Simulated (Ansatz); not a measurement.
**BeO in the wurtzite structure (space group P6_3mc, No. 186)**

```xyz
4
Lattice="2.7118 0.0000 0.0000 -1.3559 2.3485 0.0000 0.0000 0.0000 4.4046" Properties=species:S:1:pos:R:3 pbc="T T T"
Be     1.3559     0.7828     0.0066
Be     0.0000     1.5657     2.2088
O      1.3559     0.7828     2.7472
O      0.0000     1.5657     0.5449
```

The values are results of PBE/PAW in Ansatz (a first-principles code), without spin-orbit coupling, not measurements. k-mesh 14×14×8 (Γ-centred); smearing 0.05 eV (Fermi–Dirac).

```yaml
volume_per_atom: 7.01 Å³
density: 2.96 g/cm³
band_gap: 7.45 eV, direct at Γ
electron_mass: 0.53 mₑ along c, 0.60 mₑ across
total_energy: -331.602 eV/atom (σ→0; compares only within this code and set-up)
```

Effective masses come from finite differences of ±0.01 Å⁻¹. Whether these cells are dynamically stable was not tested.
